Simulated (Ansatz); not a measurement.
# Ge: properties at the relaxed cell

An exercise on one series of results from a longer session: the logs are not shown, and one member is left open.

Program: Ansatz 0.2.0. Level of theory: DFT r2SCAN, scalar-relativistic, plane waves, PAW. These are calculated values, not measurements.

1 further run of the same task is left out (set aside as unsound or not needed).

## The starting structure

The structure is tetragonal, space group I4_1/amd (No. 141). Conventional cell: a = 5.147 Å, b = 5.147 Å, c = 2.818 Å, α = 90.00°, β = 90.00°, γ = 90.00°. Ge (site symmetry -4m2) is surrounded by 6 Ge at 2.67 to 2.82 Å.

As a file:

```
CELL_PARAMETERS angstrom
-2.57349 2.57349 1.40909
2.57349 -2.57349 1.40909
2.57349 2.57349 -1.40909
ATOMIC_POSITIONS crystal
Ge 0.25000 0.75000 0.50000
Ge 0.50000 0.50000 0.00000
```

It goes back to an entry of the Materials Project, which need not be the stable form.

It is the result of an earlier relaxation at this level (volume 18.66 Å³/atom; gap on the mesh: none (metal)).

The first run:

input.yaml

```yaml
crystal:
  lattice:
    - [-2.5734902213, 2.5734902213, 1.409086423]
    - [2.5734902213, -2.5734902213, 1.409086423]
    - [2.5734902213, 2.5734902213, -1.409086423]
  atoms:
    - { symbol: Ge, position: [0.25, 0.75, 0.5] }
    - { symbol: Ge, position: [0.5, 0.5, 0.0] }
basis:
  ecutwfc: 500
kpoints:
  mp_grid: { grid: [16, 16, 16] }
  band_path:
    path:
      - [[0.0, 0.0, 0.0], [0.0, 0.0, 0.5], [-0.5, 0.5, 0.5], [0.0, 0.0, 0.0], [0.32494976, 0.32494976, -0.32494976]]
      - [[-0.32494976, 0.67505024, 0.32494976], [-0.5, 0.5, 0.5]]
      - [[0.0, 0.0, 0.5], [0.25, 0.25, 0.25], [0.0, 0.5, 0.0], [0.0, 0.0, 0.0]]
    npoints: 14
hamiltonian:
  xc: r2scan
scf:
  occupations: { method: gaussian, width: 0.1 }
  n_extra_bands: 6
output:
  forces: true
  stress: true
  eigenvalues: true
  populations: true
  dos: { projected: true, de: 0.02, nscf_kmesh: { grid: [24, 24, 24] } }
  bader: true
```

Started as:

```bash
ansatz run input.yaml --threads 1 --pin off --max-ram 2560MiB --backend cpu --events-out ev --progress --plain --runs-dir out
```

Among the steps run: Bands, states and charges; Back to the database's cell; Volume × 0.97; The cell scaled to 1.03 of its volume; Point at V/V0 = 0.94; The cell scaled to 1.06 of its volume; Volume × 0.91; Volume × 1.10; Point at V/V0 = 0.88.

One table of the session follows, with a row left open; its other results are not shown here.

```
volume (Å³/atom)  energy above the lowest point (meV/atom)  pressure (GPa)
          16.425                                      82.5           13.27
          16.985                                      43.6            9.06
          17.544                                         ?               ?
          18.104                                       4.3            2.55
          18.664                                       0.0            0.01
          19.224                                       3.9           -2.14
          19.784                                      14.6           -3.94
          20.531                                      37.7           -5.88
```

Estimate the missing values for volume (Å³/atom) = 17.544.

Worked estimate for «energy above the lowest point (meV/atom)». A straight line through the neighbours (16.985, 43.6) and (18.104, 4.3) gives 43.6 + (4.3 − 43.6) × (17.544 − 16.985) / (18.104 − 16.985) = 24.0; a parabola fitted to 4 rows on both sides gives 18.2.

As computed: energy above the lowest point (meV/atom): 18.3; pressure (GPa): 5.53. In «energy above the lowest point (meV/atom)» the line misses by +5.7 and the parabola by -0.1.
